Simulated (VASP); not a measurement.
# CdTe (F-43m) in VASP: further runs

The runs below take CdTe through relaxation of cell and atoms, with PBE.

Everything below comes from runs of VASP 6.6.1. Logs are shortened: lines on timing, memory, paths and dates and some standing lists are left out, and cuts for length are marked.

### Step 1. The crystal as given

The structure is cubic, space group F-43m (No. 216). Conventional cell: a = 6.410 Å, b = 6.410 Å, c = 6.410 Å, α = 90.00°, β = 90.00°, γ = 90.00°. Around Cd (site symmetry -43m) lie 4 Te at 2.78 Å. Around Te (site symmetry -43m) lie 4 Cd at 2.78 Å.

### Step 2. Relaxation of cell and atoms, PBE

The input, INCAR:

```
PREC = Accurate
ENCUT = 520
EDIFF = 1E-7
ISMEAR = 0
SIGMA = 0.02
LREAL = False
LASPH = True
NELM = 80
ALGO = Normal
ISIF = 3
LWAVE = False
LCHARG = False
GGA = PE
IBRION = 2
NSW = 80
EDIFFG = -0.002
```

The input, KPOINTS:

```
regular mesh
0
Gamma
  6 6 6
```

The input, POSCAR:

```
CdTe
1.0
    0.0000000000      3.2050000000      3.2050000000
    3.2050000000      0.0000000000      3.2050000000
    3.2050000000      3.2050000000      0.0000000000
Cd Te
1 1
Direct
    0.0000000000      0.0000000000      0.0000000000
    0.2500000000      0.2500000000      0.2500000000
```

Potentials or basis: VASP PAW PBE potentials, release 64 (Cd, Te).

On the command line:

```bash
cat potpaw_PBE.64/Cd/POTCAR potpaw_PBE.64/Te/POTCAR > POTCAR
mpirun -np 1 vasp_std > vasp.out
```

OUTCAR:

```text
PREC = Accurate
   ENCUT = 520
   EDIFF = 1E-7
   ISMEAR = 0
   LREAL = False
   LASPH = True
   NELM = 80
   ISIF = 3
   GGA = PE
   IBRION = 2
   NSW = 80
   EDIFFG = -0.002

 ion  position               nearest neighbor table
   1  0.000  0.000  0.000-   2 2.78   2 2.78   2 2.78   2 2.78
   2  0.250  0.250  0.250-   1 2.78   1 2.78   1 2.78   1 2.78

  LATTYP: Found a face centered cubic cell.
 ALAT       =     6.4100000000

  Lattice vectors:

 A1 = (   0.0000000000,   3.2050000000,   3.2050000000)
 A2 = (   3.2050000000,   0.0000000000,   3.2050000000)
 A3 = (   3.2050000000,   3.2050000000,   0.0000000000)

Analysis of symmetry for initial positions (statically):
=====================================================================
 Subroutine PRICEL returns:
 Original cell was already a primitive cell.

 Routine SETGRP: Setting up the symmetry group for a
 face centered cubic supercell.

 Subroutine GETGRP returns: Found 24 space group operations
 (whereof 24 operations were pure point group operations)
 out of a pool of 48 trial point group operations.

The static configuration has the point symmetry T_d .

Analysis of symmetry for dynamics (positions and initial velocities):
=====================================================================
 Subroutine PRICEL returns:
 Original cell was already a primitive cell.

 Routine SETGRP: Setting up the symmetry group for a
 face centered cubic supercell.

 Subroutine GETGRP returns: Found 24 space group operations
 (whereof 24 operations were pure point group operations)
 out of a pool of 48 trial point group operations.

The dynamic configuration has the point symmetry T_d .

 Subroutine INISYM returns: Found 24 space group operations
 (whereof 24 operations are pure point group operations),
 and found     1 'primitive' translations

----------------------------------------------------------------------------------------

                                     Primitive cell

  volume of cell :      65.8437

  direct lattice vectors                    reciprocal lattice vectors
     0.000000000  3.205000000  3.205000000    -0.156006240  0.156006240  0.156006240
     3.205000000  0.000000000  3.205000000     0.156006240 -0.156006240  0.156006240
     3.205000000  3.205000000  0.000000000     0.156006240  0.156006240 -0.156006240

  length of vectors
     4.532554467  4.532554467  4.532554467     0.270210734  0.270210734  0.270210734

  position of ions in fractional coordinates (direct lattice)
     0.000000000  0.000000000  0.000000000
[... 66 lines left out ...]
   LASPH  =      T    aspherical Exc in radial PAW
   ENCUT  =  520.0 eV  38.22 Ry    6.18 a.u.   8.43  8.43  8.43*2*pi/ulx,y,z
   NELM   =     80;   NELMIN=  2; NELMDL= -5     # of ELM steps
   EDIFF  = 0.1E-06   stopping-criterion for ELM
   LREAL  =      F    real-space projection
   EDIFFG = -.2E-02   stopping-criterion for IOM
   NSW    =     80    number of steps for IOM
   IBRION =      2    ionic relax: 0-MD 1-quasi-New 2-CG
   NFREE  =      1    steps in history (QN), initial steepest desc. (CG)
   ISIF   =      3    stress and relaxation
   ISYM   =      2    0-nonsym 1-usesym 2-fastsym
   POTIM  = 0.5000    time-step for ionic-motion
   TEBEG  =    0.0;   TEEND  =   0.0 temperature during run
   PSTRESS=    0.0 pullay stress
   NELECT =      18.0000    total number of electrons
   NUPDOWN=      -1.0000    fix difference up-down
   EMIN   =  10.00;   EMAX   =-10.00  energy-range for DOS
   EFERMI =   0.00;   METHOD = LEGACY
   ISMEAR =     0;   SIGMA  =   0.02  broadening in eV -4-tet -1-fermi 0-gaus
   EFERMI_NEDOS =   21; number of points for ismear=-14 and -15
   IALGO  =     38    algorithm
   IMIX   =      4    mixing-type and parameters
     AMIX     =   0.40;   BMIX     =  1.00
     AMIX_MAG =   1.60;   BMIX_MAG =  1.00
  volume/ion in A,a.u.               =      32.92       222.17
  Fermi-wavevector in a.u.,A,eV,Ry     =   1.062497  2.007828 15.359610  1.128899
  Thomas-Fermi vector in A             =   2.197950
   LORBIT       =      0    0 simple, 1 ext, 2 COOP (PROOUT), +10 PAW based schemes
   GGA     = PE    functional components
   LHFCALC =     F    Hartree Fock is set to
   AEXX    =    0.0000 exact exchange contribution
   IVDW    =     0    specifies the selected vdW correction
   LEPSILON=     F    determine dielectric tensor
   LRPA    =     F    only Hartree local field effects (RPA)
 conjugate gradient relaxation of ions
 non-spin polarized calculation
 Gauss-broadening in eV      SIGMA  =   0.02
  energy-cutoff  :      520.00
  volume of cell :       65.84
 maximum number of plane-waves:      1807
 NGX is ok and might be reduce to    36
   NGX = 17   NGY = 17   NGZ = 17

--------------------------------------- Ionic step        1  -------------------------------------------

 number of electron      17.9999995 magnetization

 Free energy of the ion-electron system (eV)
  ---------------------------------------------------
  ext. energy  EPLUGINS =         0.00000000
  ---------------------------------------------------
  free energy    TOTEN  =        -4.72107999 eV

  energy without entropy =       -4.72107999  energy(sigma->0) =       -4.72107999

------------------------ aborting loop because EDIFF is reached ----------------------------------------

  FORCE on cell =-STRESS in cart. coord.  units (eV):
  Direction    XX          YY          ZZ          XY          YZ          ZX
  --------------------------------------------------------------------------------------
  -------------------------------------------------------------------------------------
  Total        1.8122383      1.8122383      1.8122383     -0.0000000      0.0000000     -0.0000000
  in kB       44.0972777     44.0972777     44.0972777     -0.0000000      0.0000000     -0.0000000
  external PRESSURE =      44.0972777 kB  Pullay stress =       0.0000000 kB
[... 131 lines left out ...]
--------------------------------------- Ionic step        5  -------------------------------------------

 number of electron      18.0000006 magnetization

 Free energy of the ion-electron system (eV)
  ---------------------------------------------------
  ext. energy  EPLUGINS =         0.00000000
  ---------------------------------------------------
  free energy    TOTEN  =        -4.80689288 eV

  energy without entropy =       -4.80689288  energy(sigma->0) =       -4.80689288

 E-fermi :   1.8622     XC(G=0):  -8.2946

 val. band max:        1.7767823336   @ k =   0.0000   0.0000   0.0000
 cond. band min:       2.3490959208   @ k =   0.0000   0.0000   0.0000
 fundamental gap:      0.5723135873
 Fermi energy:         1.8622207386

 k-point     1 :       0.0000    0.0000    0.0000
  band No.  band energies     occupation
      1      -9.0418      2.00000
      2      -6.3096      2.00000
      3      -6.3096      2.00000
      4      -6.3096      2.00000
      5      -6.0950      2.00000
      6      -6.0950      2.00000
      7       1.7768      2.00000
      8       1.7768      2.00000
      9       1.7768      2.00000
     10       2.3491      0.00000
     11       6.4146      0.00000
     12       6.4146      0.00000
     13       6.4146      0.00000
[... 267 lines left out ...]
  FREE ENERGIE OF THE ION-ELECTRON SYSTEM (eV)
  ---------------------------------------------------
  free  energy   TOTEN  =        -4.8068928830 eV

  energy  without entropy=       -4.8068928830  energy(sigma->0) =       -4.80689288

 reached required accuracy - stopping structural energy minimisation
```

OSZICAR:

```text
N       E                     dE             d eps       ncg     rms          rms(c)
DAV:   1     0.105445579788E+03    0.10545E+03   -0.84386E+03   416   0.121E+03
DAV:   2    -0.586027563717E+00   -0.10603E+03   -0.10238E+03   456   0.281E+02
DAV:   3    -0.490931610393E+01   -0.43233E+01   -0.43115E+01   526   0.593E+01
[... 50 lines left out ...]
DAV:   3    -0.480689481425E+01    0.36621E-04   -0.94066E-05   436   0.104E-01    0.404E-02
DAV:   4    -0.480689229634E+01    0.25179E-05   -0.95142E-06   451   0.246E-02    0.765E-03
DAV:   5    -0.480689261914E+01   -0.32280E-06   -0.10959E-06   431   0.135E-02    0.517E-03
DAV:   6    -0.480689293825E+01   -0.31911E-06   -0.28183E-07   410   0.555E-03    0.136E-03
DAV:   7    -0.480689288299E+01    0.55257E-07   -0.30205E-08   208   0.218E-03
   5 F= -.48068929E+01 E0= -.48068929E+01  d E =-.170748E-04
```

Wall time 33 s (1 thread of Intel Xeon 6975P-C (Granite Rapids), shared host); peak memory 0.22 GiB.

What came out:

```
Free energy                            : -4.8069 eV
Relaxed volume                         : 36.34 Å³/atom
Relaxed cell                           : a = 4.684 Å, b = 4.684 Å, c = 4.684 Å, α = 60.00°, β = 60.00°, γ = 60.00°
Space group after relaxing (to 0.05 Å) : F-43m (No. 216)
Energy gained by relaxing              : 42.9 meV/atom
Ionic steps                            : 5
Pressure after relaxing                : 0.0 GPa
Band gap on the k mesh                 : 0.57 eV, direct
```

Step by step:
| step | energy change (eV) | largest force (eV/Å) | pressure (GPa) | volume (Å³) |
| --- | --- | --- | --- | --- |
| 1 | 0.0000 | 0.0000 | 4.41 | 65.84 |
| 2 | -0.0790 | 0.0000 | -0.98 | 74.86 |
| 3 | -0.0858 | 0.0000 | 0.02 | 72.65 |
| 4 | -0.0858 | 0.0000 | -0.05 | 72.79 |
| 5 | -0.0858 | 0.0000 | 0.00 | 72.68 |

Final structure:
```
CELL_PARAMETERS angstrom
0.00000 3.31227 3.31227
3.31227 0.00000 3.31227
3.31227 3.31227 0.00000
ATOMIC_POSITIONS crystal
Cd 0.00000 0.00000 0.00000
Te 0.25000 0.25000 0.25000
```

Caveat: spin-orbit coupling is left out, which moves the levels of the heavy elements; the volume moved by +10 % from the deposited cell, more than functionals usually miss. PBE usually gives volumes a little too large and moduli too small.

### Step 3. Relaxation of cell and atoms, PBE

This run uses another cell than the first one, of 36.34 Å³/atom, 1.104 times its volume.

INCAR is that of step 2.

KPOINTS is that of step 2.

The input, POSCAR:

```
CdTe                                    
1.0
    0.0000000000      3.3122743596      3.3122743596
    3.3122743596      0.0000000000      3.3122743596
    3.3122743596      3.3122743596     -0.0000000000
  Cd              Te            
     1     1
Direct
     0.0000000000000000    0.0000000000000000    0.0000000000000000
     0.2500000000000000    0.2500000000000000    0.2500000000000000
```

Potentials or basis: VASP PAW PBE potentials, release 64 (Cd, Te).

On the command line:

```bash
cat potpaw_PBE.64/Cd/POTCAR potpaw_PBE.64/Te/POTCAR > POTCAR
mpirun -np 1 vasp_std > vasp.out
```

It took 16 s on 1 thread of Intel Xeon 6975P-C (Granite Rapids), shared host; peak memory 0.21 GiB.

Results (log left out):

| Item | Value |
| --- | --- |
| Free energy | -4.8071 eV |
| Relaxed volume | 36.36 Å³/atom |
| Relaxed cell | a = 4.685 Å, b = 4.685 Å, c = 4.685 Å, α = 60.00°, β = 60.00°, γ = 60.00° |
| Space group after relaxing (to 0.05 Å) | F-43m (No. 216) |
| Energy gained by relaxing | 0.0 meV/atom |
| Ionic steps | 2 |
| Pressure after relaxing | 0.0 GPa |
| Band gap on the k mesh | 0.57 eV, direct |

Final structure:
```xyz
2
Lattice="0.0000 3.3128 3.3128 3.3128 0.0000 3.3128 3.3128 3.3128 0.0000" Properties=species:S:1:pos:R:3 pbc="T T T"
Cd    6.6256    6.6256    6.6256
Te    1.6564    1.6564    1.6564
```

Levels at points of the mesh, in eV from the valence-band top:
```csv
k point,band 7,band 8,band 9,band 10,band 11,band 12
"(0.00, 0.00, 0.00)",0.00,0.00,0.00,0.57,4.64,4.64
"(0.50, 0.00, 0.00)",-4.06,-0.68,-0.68,1.75,5.21,5.21
"(0.50, 0.50, 0.00)",-4.00,-1.65,-1.65,2.67,2.75,8.49
```

Caveat: spin-orbit coupling is left out, which moves the levels of the heavy elements. A hybrid or GW would open this gap; PBE tends to underestimate it.
